Q: Here is one crystal, rutile SnO$_2$, relaxed with twelve density functionals from the same start cell. I had assumed that each richer type of functional would bring the volume closer to a common answer. Does it?

Rutile SnO₂ (6-atom cell) with cell and atoms relaxed in GPAW 26.7.0, using plane-wave PAW DFT without spin polarisation or dispersion correction, a 4 × 4 × 5 k-point mesh and Fermi-Dirac smearing of 0.05 eV. Volume changes are relative to the common start cell, a = 4.738 Å and c = 3.1865 Å.

| functional | potentials | wave cutoff | volume change (%) | relaxed length a (Å) | relaxed length c (Å) |
| --- | --- | --- | --- | --- | --- |
| LDA | GPAW-PAW-data-sets-(gpaw-data-1.2.1) | 680 eV | -1.520 | 4.707 | 3.179 |
| PBE | GPAW-PAW-data-sets-(gpaw-data-1.2.1) | 680 eV | 4.720 | 4.816 | 3.230 |
| revPBE | GPAW-PAW-data-sets-(gpaw-data-1.2.1) | 800 eV | 6.610 | 4.851 | 3.240 |
| RPBE | GPAW-PAW-data-sets-(gpaw-data-1.2.1) | 800 eV | 7.320 | 4.865 | 3.244 |
| BLYP | PAW-data-sets-made-by gpaw-setup-for-the-functional | 800 eV | 7.090 | 4.847 | 3.261 |
| MS2 | GPAW-PAW-data-sets-(gpaw-data-1.2.1) | 800 eV | 1.360 | 4.758 | 3.203 |
| OLYP | PAW-data-sets-made-by gpaw-setup-for-the-functional | 800 eV | 5.630 | 4.847 | 3.216 |
| PW91 | PAW-data-sets-made-by gpaw-setup-for-the-functional | 800 eV | 4.150 | 4.800 | 3.234 |
| SOGGA | PAW-data-sets-made-by gpaw-setup-for-the-functional | 800 eV | 1.000 | 4.752 | 3.200 |
| TASK | GPAW-PAW-data-sets-(gpaw-data-1.2.1) | 800 eV | 5.350 | 4.847 | 3.207 |
| r4SCAN | GPAW-PAW-data-sets-(gpaw-data-1.2.1) | 800 eV | 0.690 | 4.748 | 3.195 |
| rSCAN | GPAW-PAW-data-sets-(gpaw-data-1.2.1) | 800 eV | -0.550 | 4.728 | 3.183 |

A: No. LDA, which uses only the local density, shrinks the cell by 1.5 %. The GGAs add the density gradient, and they run from +1.0 % for SOGGA to +7.3 % for RPBE, a spread as wide as the step from LDA to PBE. The meta-GGAs (MS2, TASK, r4SCAN and rSCAN) add the kinetic-energy density, and they disagree among themselves too. What matters is how a functional uses its ingredients, more than how many it has.

Q: Why should a density gradient change the size of a crystal?

A: Write the exchange energy of a GGA as

$$E_x=\int n\,\varepsilon_x^{\rm LDA}(n)\,F(s)\,d^3r,\qquad s=\frac{|\nabla n|}{2(3\pi^2)^{1/3}n^{4/3}}.$$

Here $n$ is the electron density, $\varepsilon_x^{\rm LDA}$ the negative exchange energy per electron of a uniform gas, and $s$ measures how uneven the density is. LDA sets $F=1$; a typical GGA lets $F$ grow with $s$, which lowers the energy of uneven densities. Between a tin and an oxygen ion the two densities add up while their slopes partly cancel, so $s$ is small there. Pulling the ions apart undoes both effects and raises $s$. A steeper $F$ therefore rewards a wider lattice and acts as an outward pressure.

Q: That is theory. Can the table show that exchange is responsible?

A: The cleanest comparison is PBE with revPBE and RPBE, which keep PBE's correlation and use the same family of PAW data sets. revPBE raises the upper limit of $F$, and the volume change grows by 1.9 percentage points. RPBE keeps PBE's limit but lets $F$ climb faster at moderate $s$, and the gain is 2.6 points. The 680 eV printed for PBE doesn't spoil this: it belongs to a later vibration calculation, and the cell was relaxed at 800 eV like the others.

Q: Then I can try a guess. PW91 has nearly the same $F$ as PBE where $s$ is moderate, so it should land close to PBE.

A: It does, at 4.2 % against 4.7 %. I wouldn't look for physics in the remaining half point, because the two rows use different kinds of PAW data sets. Your reasoning gives the order of related functionals; it doesn't give the size of each step.

Q: Is the outward push visible before the cell has moved?

A: Yes, in the six GGA runs whose stress at the start cell was recorded. With identical atomic positions the pressure is 2.9 GPa in SOGGA, 8.6 in PW91, 10.5 in OLYP, 13.0 in revPBE, 14.0 in BLYP and 14.2 in RPBE, the same order as their final volumes. This matters when a strained SnO$_2$ film is modelled. If all three edges of the bulk cell are held at their start values, RPBE gives a pressure of some 14 GPa that comes from the functional and not from a substrate. Strain in such a model should be counted from the bulk cell relaxed with the same functional.

Q: rSCAN also contracts, by 0.55 %. Does it overbind like LDA?

A: That row isn't at zero pressure. It was relaxed towards a target of 2 GPa and ended at 1.98 GPa, so we have to let the cell expand again on paper. For that we need a stiffness $K$, the pressure released per fractional gain in volume. SOGGA went from 2.875 to 0.446 GPa while growing by 1.00 %, which gives

$$K\approx\frac{2.875-0.446}{0.0100}\approx 243\ \text{GPa}.$$

Releasing rSCAN's pressure then adds $1.98/243\approx0.8\,\%$, and the change becomes about +0.3 %. The softer value from RPBE's much larger expansion, 193 GPa, gives about +0.5 %.

Q: But that stiffness is borrowed from other functionals.

A: It is, and no rSCAN result went into it, so take the size as approximate. The sign is the same with either value. The printed analysis applies a mean stiffness to all rows, and after that only LDA contracts. The correction also shows which close pairs to leave alone: SOGGA and MS2 move to within about 0.1 point of each other, and so do BLYP and RPBE. Differences this small, and rSCAN's own slight expansion, carry a further uncertainty that these runs don't measure: the k-point mesh is coarse in every row, and in all rows but LDA and PBE the forces at the last small moves may still carry the grid of the step before.

Q: So rSCAN, r4SCAN and MS2 all stay near the start cell. What do they do that PBE can't?

A: Staying near the start cell isn't in itself beyond a GGA. SOGGA does it with an $F$ that rises more slowly than PBE's, but such a choice usually makes the binding energies of molecules worse. A meta-GGA has a way around this trade-off, because the kinetic-energy density helps to tell a region ruled by a single orbital from one where several orbitals overlap. PBE has to treat two such regions alike if their density and gradient agree. A meta-GGA can treat them differently, so it need not pay for a good description of one with too much outward push in the other. That is the accepted argument for this class, and the table doesn't test it separately. Nor does it rank the three, since thermal and zero-point expansion are left out and could shift a comparison with a measured cell by a few tenths of a percent.

Q: TASK has the same ingredient and still grows by 5.4 %.

A: Having the ingredient doesn't settle what it is used for. TASK was built with a strong dependence on the kinetic-energy density in order to open band gaps. In these runs it does give the widest gap, about 2.3 eV, each functional being taken at its own relaxed cell. Its volume lies 4.7 points above that of r4SCAN, though a part of this may come from the stock PAW data sets, which aren't made for either functional. A functional chosen for its gap should not be trusted with the lattice on that account.

Q: One thing still puzzles me. BLYP, OLYP and TASK have the same edge $a$, 4.847 Å, but different volumes.

A: The difference sits in $c$, the direction in which the SnO$_6$ octahedra share edges and form chains. BLYP and OLYP have the same correlation, so their exchange parts must cause most of the 0.045 Å between their $c$ edges. BLYP did stop with some uneven stress, but a rough estimate puts its effect on $c$ at 0.015 Å, a third of the difference. Releasing that stress should also widen BLYP's $a$ slightly, so the exact match there is accidental, while the contrast in $c$ is real.

Q: And why does OLYP's exchange stretch $a$ so much more than $c$?

A: Most of the answer seems to lie in the crystal. Rutile SnO$_2$ is known to be stiffer along its chains than across them, so even an equal push in all directions should widen $a$ by a larger fraction than $c$. OLYP's push is indeed nearly equal: after the first relaxation step it is 9.1 GPa along $a$ and 9.2 GPa along $c$. Other functionals push less evenly. At the same stage revPBE still presses harder along $c$ than along $a$, which partly makes up for the stiff chains. In BLYP, MS2, PW91, SOGGA and r4SCAN $c$ even grows by a slightly larger fraction than $a$; all five press harder along $c$ at first, and some of them also stopped with $c$ a little overstretched. In TASK the order is reversed, and $c$ grows by only 0.6 %. So OLYP stands out because it lacks revPBE's extra push along $c$, and the stiff chains then show in its edges. Why the functionals differ in this way remains open.

Output of the analysis:

```
Changes against the start cell in %:
     row  volume  volume_at_zero_pressure_estimate   edge_a   edge_c
     LDA   -1.52                            -1.514  -0.6543  -0.2354
     PBE    4.72                             4.722    1.646    1.365
  revPBE    6.61                             6.644    2.385    1.679
    RPBE    7.32                              7.36     2.68    1.804
    BLYP    7.09                             7.226    2.301    2.338
     MS2    1.36                             1.341   0.4221   0.5178
    OLYP    5.63                             5.645    2.301   0.9258
    PW91    4.15                             4.145    1.309    1.491
   SOGGA       1                             1.212   0.2955   0.4237
    TASK    5.35                             5.419    2.301   0.6433
  r4SCAN    0.69                            0.6779   0.2111   0.2668
   rSCAN   -0.55                            0.3945  -0.2111  -0.1098
Pressure at the start cell, SOGGA (GPa): 2.875
Pressure at the start cell, PW91 (GPa): 8.628
Pressure at the start cell, revPBE (GPa): 12.98
Pressure at the start cell, RPBE (GPa): 14.23
Stiffness from the SOGGA expansion (GPa): 242.9
Stiffness from the RPBE expansion (GPa): 193.2
Mean stiffness of the four rows (GPa): 209.9
rSCAN volume change at zero pressure, with SOGGA stiffness (%): 0.266
rSCAN volume change at zero pressure, with RPBE stiffness (%): 0.476
Volume change, PBE minus LDA (percentage points): 6.24
Volume change, revPBE minus PBE (percentage points): 1.89
Volume change, RPBE minus PBE (percentage points): 2.6
Volume change, PBE minus PW91 (percentage points): 0.57
Volume change, largest minus smallest GGA (percentage points): 6.32
Volume change, TASK minus r4SCAN (percentage points): 4.66
Volume change, BLYP minus OLYP (percentage points): 1.46
Edge c, BLYP minus OLYP (angstrom): 0.045
Rough shift of the BLYP edge c from its uneven leftover stress (angstrom): 0.01491
```
